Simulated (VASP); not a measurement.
# CaO (I4/mmm) in VASP: single point with PBEsol

Aim: the single point of CaO with PBEsol.

Everything below comes from runs of VASP 6.6.1. Logs are shortened: lines on timing, memory, paths and dates and some standing lists are left out, and cuts for length are marked.

### 1 The crystal as given

It takes space group I4/mmm (No. 139, tetragonal). The conventional cell has a = 3.335 Å, b = 3.335 Å, c = 17.027 Å, α = 90.00°, β = 90.00°, γ = 90.00°. Around Ca (site symmetry 4mm) lie 5 O at 2.36 Å. O (site symmetry 4mm) has 5 Ca at 2.36 Å as nearest neighbours.

The cell comes from a database or a generator and needn't be the stable form of this composition.

### 2 Single point, PBEsol

File INCAR:

```
ALGO = Fast ; EDIFF = 1E-6
ENCUT = 520 ; GGA = PS
ISIF = 2 ; ISMEAR = 0
LASPH = True ; LCHARG = True
LELF = True ; LREAL = False
LVHAR = True ; LWAVE = False
NBANDS = 24 ; NELM = 100
PREC = Accurate ; SIGMA = 0.1
```

File KPOINTS:

```
k-points
0
Gamma
  8 8 8
```

File POSCAR:

```
CaO
1.0
   -1.6676340000      1.6676340000      8.5134920000
    1.6676340000     -1.6676340000      8.5134920000
    1.6676340000      1.6676340000     -8.5134920000
Ca O
2 2
Direct
    0.3204030000      0.3204030000      0.0000000000
    0.6795970000      0.6795970000      0.0000000000
    0.1818140000      0.1818140000      0.0000000000
    0.8181860000      0.8181860000      0.0000000000
```

Potentials or basis: VASP PAW PBE potentials, release 64 (Ca_sv, O).

Started as:

```bash
cat potpaw_PBE.64/Ca_sv/POTCAR potpaw_PBE.64/O/POTCAR > POTCAR
mpirun -np 1 vasp_std > vasp.out
```

OUTCAR:

```text
EDIFF = 1E-6
   ENCUT = 520
   GGA = PS
   ISIF = 2
   ISMEAR = 0
   LASPH = True
   LREAL = False
   NELM = 100
   PREC = Accurate

 ion  position               nearest neighbor table
   1  0.320  0.320  0.000-   4 2.36   4 2.36   4 2.36   4 2.36   3 2.36
   2  0.680  0.680  0.000-   3 2.36   3 2.36   3 2.36   3 2.36   4 2.36
   3  0.182  0.182  0.000-   2 2.36   2 2.36   2 2.36   2 2.36   1 2.36
   4  0.818  0.818  0.000-   1 2.36   1 2.36   1 2.36   1 2.36   2 2.36

  LATTYP: Found a body centered tetragonal cell.
 ALAT       =     3.3352680000
 C/A-ratio  =     5.1051321813

  Lattice vectors:

 A1 = (  -1.6676340000,   1.6676340000,   8.5134920000)
 A2 = (   1.6676340000,  -1.6676340000,   8.5134920000)
 A3 = (   1.6676340000,   1.6676340000,  -8.5134920000)

Analysis of symmetry for initial positions (statically):
=====================================================================
 Subroutine PRICEL returns:
 Original cell was already a primitive cell.

 Routine SETGRP: Setting up the symmetry group for a
 body centered tetragonal supercell.

 Subroutine GETGRP returns: Found 16 space group operations
 (whereof 16 operations were pure point group operations)
 out of a pool of 16 trial point group operations.

The static configuration has the point symmetry D_4h.

Analysis of symmetry for dynamics (positions and initial velocities):
=====================================================================
 Subroutine PRICEL returns:
 Original cell was already a primitive cell.

 Routine SETGRP: Setting up the symmetry group for a
 body centered tetragonal supercell.

 Subroutine GETGRP returns: Found 16 space group operations
 (whereof 16 operations were pure point group operations)
 out of a pool of 16 trial point group operations.

The dynamic configuration has the point symmetry D_4h.

 Subroutine INISYM returns: Found 16 space group operations
 (whereof 16 operations are pure point group operations),
 and found     1 'primitive' translations

----------------------------------------------------------------------------------------

                                     Primitive cell

  volume of cell :      94.7042

  direct lattice vectors                    reciprocal lattice vectors
    -1.667634000  1.667634000  8.513492000     0.000000000  0.299825981  0.058730307
     1.667634000 -1.667634000  8.513492000     0.299825981  0.000000000  0.058730307
     1.667634000  1.667634000 -8.513492000     0.299825981  0.299825981  0.000000000

  length of vectors
     8.834112992  8.834112992  8.834112992     0.305523924  0.305523924  0.424017969

  position of ions in fractional coordinates (direct lattice)
     0.320403000  0.320403000  0.000000000
     0.679597000  0.679597000  0.000000000
     0.181814000  0.181814000  0.000000000
     0.818186000  0.818186000  0.000000000

  ion indices of the primitive-cell ions
   primitive index   ion index
                 1           1
                 2           2
                 3           3
                 4           4

----------------------------------------------------------------------------------------

 KPOINTS: k-points

Automatic generation of k-mesh.
 Grid dimensions read from file:
 generate k-points for:    8    8    8

 Generating k-lattice:

  Cartesian coordinates                     Fractional coordinates (reciprocal lattice)
     0.000000000  0.037478248  0.007341288     0.125000000  0.000000000 -0.000000000
     0.037478248  0.000000000  0.007341288     0.000000000  0.125000000 -0.000000000
     0.037478248  0.037478248  0.000000000     0.000000000  0.000000000  0.125000000

  Length of vectors
     0.038190490  0.038190490  0.053002246

  Shift w.r.t. Gamma in fractional coordinates (k-lattice)
     0.000000000  0.000000000  0.000000000

 Subroutine IBZKPT returns following result:
 ===========================================

 Found     59 irreducible k-points:

 Following reciprocal coordinates:
            Coordinates               Weight
  0.000000  0.000000  0.000000      1.000000
  0.125000  0.000000  0.000000      8.000000
  0.250000  0.000000  0.000000      8.000000
  0.375000  0.000000  0.000000      8.000000
  0.500000  0.000000  0.000000      4.000000
  0.125000  0.125000  0.000000      8.000000
[... 16 lines left out ...]
  0.250000  0.125000  0.125000     16.000000
  0.375000  0.125000  0.125000      8.000000
 [... further k-points ...]
   k-points           NKPTS =     59   k-points in BZ     NKDIM =     59   number of bands    NBANDS=     24
   number of dos      NEDOS =    301   number of ions     NIONS =      4
   total plane-waves  NPLWV = 343000
   dimension x,y,z NGX =    70 NGY =   70 NGZ =   70
   dimension x,y,z NGXF=   140 NGYF=  140 NGZF=  140
   ions per type =               2   2
   NGX,Y,Z   is equivalent  to a cutoff of  13.17, 13.17, 13.17 a.u.
   NGXF,Y,Z  is equivalent  to a cutoff of  26.35, 26.35, 26.35 a.u.
 SYSTEM =  unknown system
   PREC   = accura    normal or accurate (medium, high low for compatibility)
   ISTART =      0    job   : 0-new  1-cont  2-samecut
   ICHARG =      2    charge: 1-file 2-atom 10-const
   ISPIN  =      1    spin polarized calculation?
   LNONCOLLINEAR =      F non collinear calculations
   LSORBIT =      F    spin-orbit coupling
   LASPH  =      T    aspherical Exc in radial PAW
   ENCUT  =  520.0 eV  38.22 Ry    6.18 a.u.  16.43 16.43 16.43*2*pi/ulx,y,z
   NELM   =    100;   NELMIN=  2; NELMDL= -5     # of ELM steps
   EDIFF  = 0.1E-05   stopping-criterion for ELM
[... 8 lines left out ...]
   TEBEG  =    0.0;   TEEND  =   0.0 temperature during run
   PSTRESS=    0.0 pullay stress
   NELECT =      32.0000    total number of electrons
   NUPDOWN=      -1.0000    fix difference up-down
   EMIN   =  10.00;   EMAX   =-10.00  energy-range for DOS
   EFERMI =   0.00;   METHOD = LEGACY
   ISMEAR =     0;   SIGMA  =   0.10  broadening in eV -4-tet -1-fermi 0-gaus
   EFERMI_NEDOS =   21; number of points for ismear=-14 and -15
   IALGO  =     68    algorithm
   IMIX   =      4    mixing-type and parameters
     AMIX     =   0.40;   BMIX     =  1.00
     AMIX_MAG =   1.60;   BMIX_MAG =  1.00
  volume/ion in A,a.u.               =      23.68       159.77
  Fermi-wavevector in a.u.,A,eV,Ry     =   1.140254  2.154768 17.690024  1.300180
  Thomas-Fermi vector in A             =   2.276957
   LORBIT       =      0    0 simple, 1 ext, 2 COOP (PROOUT), +10 PAW based schemes
   GGA     = PS    functional components
   LHFCALC =     F    Hartree Fock is set to
   AEXX    =    0.0000 exact exchange contribution
   IVDW    =     0    specifies the selected vdW correction
   LEPSILON=     F    determine dielectric tensor
   LRPA    =     F    only Hartree local field effects (RPA)
 non-spin polarized calculation
 RMM-DIIS sequential band-by-band and
 Gauss-broadening in eV      SIGMA  =   0.10
  energy-cutoff  :      520.00
  volume of cell :       94.70
 maximum number of plane-waves:      2571
 NGX is ok and might be reduce to    70
   NGX = 33   NGY = 33   NGZ = 33

 number of electron      31.9999997 magnetization

 Free energy of the ion-electron system (eV)
  ---------------------------------------------------
  ext. energy  EPLUGINS =         0.00000000
  ---------------------------------------------------
  free energy    TOTEN  =       -25.85947036 eV

  energy without entropy =      -25.85947036  energy(sigma->0) =      -25.85947036

 E-fermi :   0.3489     XC(G=0):  -7.2740

 val. band max:       -0.2042017457   @ k =   0.5000   0.5000   0.5000
 cond. band min:       1.9938490737   @ k =   0.0000   0.0000   0.0000
 fundamental gap:      2.1980508193
 Fermi energy:         0.3489211476

 k-point     1 :       0.0000    0.0000    0.0000
  band No.  band energies     occupation
      1     -37.9414      2.00000
      2     -37.8643      2.00000
      3     -19.4617      2.00000
      4     -19.0945      2.00000
      5     -18.8972      2.00000
      6     -18.8972      2.00000
[... 16 lines left out ...]
     23       6.6448      0.00000
     24       7.5864      0.00000

 k-point     2 :       0.1250    0.0000    0.0000
  band No.  band energies     occupation
      1     -37.9320      2.00000
      2     -37.8607      2.00000
      3     -19.4693      2.00000
      4     -19.1865      2.00000
      5     -18.9348      2.00000
      6     -18.8841      2.00000
[... 16 lines left out ...]
     23       6.7314      0.00000
     24       7.7285      0.00000

 k-point     3 :       0.2500    0.0000    0.0000
  band No.  band energies     occupation
      1     -37.9079      2.00000
      2     -37.8532      2.00000
      3     -19.5390      2.00000
      4     -19.4352      2.00000
      5     -19.0597      2.00000
      6     -18.9756      2.00000
[... 16 lines left out ...]
     23       7.3529      0.00000
     24       7.8551      0.00000

 k-point     4 :       0.3750    0.0000    0.0000
  band No.  band energies     occupation
      1     -37.8796      2.00000
      2     -37.8498      2.00000
      3     -19.6920      2.00000
      4     -19.6712      2.00000
      5     -19.0998      2.00000
      6     -19.0151      2.00000
[... 16 lines left out ...]
     23       7.4878      0.00000
     24       7.9366      0.00000

 k-point     5 :       0.5000    0.0000    0.0000
  band No.  band energies     occupation
      1     -37.8581      2.00000
      2     -37.8581      2.00000
      3     -19.7664      2.00000
      4     -19.7664      2.00000
      5     -19.0625      2.00000
      6     -19.0624      2.00000
[... 451 lines left out ...]
 k-point    22 :       0.1250    0.1250    0.1250
  band No.  band energies     occupation
      1     -37.8790      2.00000
      2     -37.8401      2.00000
      3     -19.5138      2.00000
      4     -19.3836      2.00000
      5     -19.0995      2.00000
      6     -19.0548      2.00000
[... 16 lines left out ...]
     23       7.7121      0.00000
     24       7.9232      0.00000

 k-point    23 :       0.2500    0.1250    0.1250
  band No.  band energies     occupation
      1     -37.8551      2.00000
      2     -37.8340      2.00000
      3     -19.5440      2.00000
      4     -19.4771      2.00000
      5     -19.1006      2.00000
      6     -19.0855      2.00000
[... 16 lines left out ...]
     23       7.6733      0.00000
     24       8.1021      0.00000

 k-point    24 :       0.3750    0.1250    0.1250
  band No.  band energies     occupation
      1     -37.8384      2.00000
      2     -37.8384      2.00000
      3     -19.5571      2.00000
      4     -19.5571      2.00000
      5     -19.0791      2.00000
      6     -19.0790      2.00000
[... 16 lines left out ...]
     23       8.1925      0.00000
     24       8.2905      0.00000

 [... further k-points ...]

------------------------ aborting loop because EDIFF is reached ----------------------------------------

  FORCE on cell =-STRESS in cart. coord.  units (eV):
  Direction    XX          YY          ZZ          XY          YZ          ZX
  --------------------------------------------------------------------------------------
  -------------------------------------------------------------------------------------
  Total       -1.6958723     -1.6958723     -0.8417905      0.0000000     -0.0000000      0.0000000
  in kB      -28.6902627    -28.6902627    -14.2411612      0.0000000     -0.0000000      0.0000000
  external PRESSURE =     -23.8738955 kB  Pullay stress =       0.0000000 kB

 VOLUME and BASIS-vectors are now :
 -----------------------------------------------------------------------------
  energy-cutoff  :      520.00
  volume of cell :       94.70
      direct lattice vectors                 reciprocal lattice vectors
    -1.667634000  1.667634000  8.513492000     0.000000000  0.299825981  0.058730307
     1.667634000 -1.667634000  8.513492000     0.299825981  0.000000000  0.058730307
     1.667634000  1.667634000 -8.513492000     0.299825981  0.299825981  0.000000000

 POSITION                                       TOTAL-FORCE (eV/Angst)
 -----------------------------------------------------------------------------------
      0.00000      0.00000      5.45550         0.000000      0.000000     -0.215310
      0.00000      0.00000     11.57149         0.000000      0.000000      0.215310
      0.00000      0.00000      3.09574        -0.000000     -0.000000      0.116309
      0.00000      0.00000     13.93124        -0.000000     -0.000000     -0.116309
 -----------------------------------------------------------------------------------
    total drift:                               -0.000000     -0.000000      0.000000

  FREE ENERGIE OF THE ION-ELECTRON SYSTEM (eV)
  ---------------------------------------------------
  free  energy   TOTEN  =       -25.8594703592 eV

  energy  without entropy=      -25.8594703592  energy(sigma->0) =      -25.85947036
```

It took 26 min on 1 thread of Intel Xeon Platinum 8488C (Sapphire Rapids), shared host; peak memory 0.74 GiB.

Results:

```
Free energy            : -25.8595 eV
Pressure               : -2.4 GPa
Largest force          : 0.215 eV/Å
Band gap on the k mesh : 2.20 eV, direct
```

Forces in eV/Å, atoms in the order of the input:
```
Ca   0.000  0.000 -0.215
Ca   0.000  0.000  0.215
O    0.000  0.000  0.116
O    0.000  0.000 -0.116
```

Stress tensor (GPa, compression positive):
```
-2.87  0.00  0.00
 0.00 -2.87  0.00
 0.00  0.00 -1.42
```

Levels at points of the mesh, in eV from the valence-band top:
```
           k point  band 13  band 14  band 15  band 16  band 17  band 18  band 19  band 20
(0.00, 0.00, 0.00)    -0.25    -0.25     0.00     0.00     2.20     3.90     5.18     5.25
(0.50, 0.00, 0.00)    -1.18    -1.18    -1.06    -1.04     4.96     5.56     6.60     6.89
(0.50, 0.50, 0.00)    -0.62    -0.61    -0.55    -0.55     4.36     4.44     6.54     6.83
(0.50, 0.50, 0.50)    -0.25    -0.25     0.00     0.00     2.96     3.89     3.90     5.19
```

Caveat: the PAW data sets were made with another functional, which shifts forces and pressure a little. A k mesh can miss the band edges.
